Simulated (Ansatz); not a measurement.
The system is Sb.

```xyz
2
Lattice="2.1542 1.2437 3.7580 -2.1542 1.2437 3.7580 0.0000 -2.4875 3.7580" Properties=species:S:1:pos:R:3 pbc="T T T"
Sb    0.0000    0.0000    8.6416
Sb    0.0000    0.0000    2.6324
```

| Quantity | Value |
| --- | --- |
| Program | Ansatz 0.2.0 |
| Task | single point |
| Functional | PBEsol |
| Potentials or basis | Ansatz PAW |
| Cutoff | 420 eV (not typed: the program's choice for these potentials) |
| k mesh | 8 × 8 × 8 |
| Occupations | fermi-dirac, width 0.05 eV |
| Spin | no spin polarisation |

On this cell: pressure 0.0 GPa; largest force 0.104 eV/Å; band gap on the k mesh none (metal or under the smearing width).

The same run follows on a disturbed copy (atoms moved at random, drawn with an rms of 0.05 Å):

```
Sb
1.0
     2.15420    1.24373    3.75800
    -2.15420    1.24373    3.75800
     0.00000   -2.48746    3.75800
Sb
2
Direct
  0.76764 0.75507 0.76479
  0.25004 0.22744 0.22232
```

Q: What does the disturbed cell give?

A: The energy (extrapolated to zero smearing) moves by +1.3 meV/atom; pressure -0.5 GPa; largest force 0.117 eV/Å; band gap on the k mesh none (metal or under the smearing width).

Forces in eV/Å, atoms in the order of the input:
```
Sb   0.049  0.084  0.064
Sb  -0.049 -0.084 -0.064
```

Stress tensor (GPa, compression positive):
```
-0.17  0.12 -0.23
 0.12 -0.34 -0.45
-0.23 -0.45 -1.01
```

Caveats: the PAW data sets come from PBE, with cores solved anew for the run's functional, which leaves a small shift of forces and pressure.
